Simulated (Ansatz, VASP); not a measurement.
Given: the input of a run of Ansatz 0.2.0 on BaTiO3.

input.yaml

```yaml
crystal:
  lattice:
    - [4.0782473671, 0.0, 0.0]
    - [0.0, 4.0782473671, 0.0]
    - [0.0, 0.0, 4.0968043205]
  atoms:
    - { symbol: Ba, position: [0.0, 0.0, 0.0] }
    - { symbol: Ti, position: [0.5, 0.5, 0.49] }
    - { symbol: O, position: [0.0, 0.5, 0.517] }
    - { symbol: O, position: [0.5, 0.0, 0.517] }
    - { symbol: O, position: [0.5, 0.5, 0.019] }
kpoints:
  mp_grid: { grid: [7, 7, 7] }
scf:
  occupations: { method: fermi_dirac, width: 0.05 }
hamiltonian:
  xc: lda
  pseudopotentials: { kind: all_electron, lapw: { basis_error: 0.002 } }
output:
  forces: true
  stress: true
  eigenvalues: true
```

Potentials or basis: all-electron LAPW, scalar-relativistic.

Command:

```sh
$ ansatz run input.yaml --threads 4 --pin off --max-ram 12288MiB --backend cpu --events-out ev --progress --plain --runs-dir out
```

Problem. Set up the same calculation for VASP 6.6.1. Potentials there: VASP PAW LDA potentials, release 64 (Ba_sv, Ti_sv, O).

Solution. As run (the cutoff follows the program's own potentials):

The input INCAR:

```
PREC = Accurate
ENCUT = 520
EDIFF = 1E-7
ISMEAR = -1
SIGMA = 0.05
LREAL = False
LASPH = True
NELM = 80
ALGO = Normal
ISIF = 2
LWAVE = False
LCHARG = False
GGA = CA
NBANDS = 28
```

File KPOINTS:

```
regular mesh
0
Gamma
  7 7 7
```

The input POSCAR:

```
BaTiO3
1.0
    4.0782473671      0.0000000000      0.0000000000
    0.0000000000      4.0782473671      0.0000000000
    0.0000000000      0.0000000000      4.0968043205
Ba Ti O
1 1 3
Direct
    0.0000000000      0.0000000000      0.0000000000
    0.5000000000      0.5000000000      0.4900000000
    0.0000000000      0.5000000000      0.5170000000
    0.5000000000      0.0000000000      0.5170000000
    0.5000000000      0.5000000000      0.0190000000
```

Potentials or basis: VASP PAW LDA potentials, release 64 (Ba_sv, Ti_sv, O).

Command:

```console
$ cat potpaw_LDA.64/Ba_sv/POTCAR potpaw_LDA.64/Ti_sv/POTCAR potpaw_LDA.64/O/POTCAR > POTCAR
$ mpirun -np 1 vasp_std > vasp.out
```

Both were run:

|  | VASP | Ansatz | Ansatz less VASP |
| --- | --- | --- | --- |
| gap on the k mesh at the Fermi level (eV) | 1.66 | 1.71 | +0.054 |
| least direct gap on the mesh (eV) | 1.90 | 1.92 | +0.024 |
| pressure (GPa) | -14.7 | -16.3 | -1.60 |
| largest component of the traceless stress (GPa) | 0.51 | 0.46 | -0.050 |
| rms of the force components (eV/Å) | 0.216 | 0.230 | +0.0136 |

Atom by atom the forces differ by 0.018 eV/Å (rms over components). Ansatz ran all-electron here, so the differences hold the error of VASP's frozen core and of both bases.

Caveats: spin-orbit coupling is left out, which moves the levels of the heavy elements; an odd mesh through Γ misses points on the zone boundary, where band edges often lie.
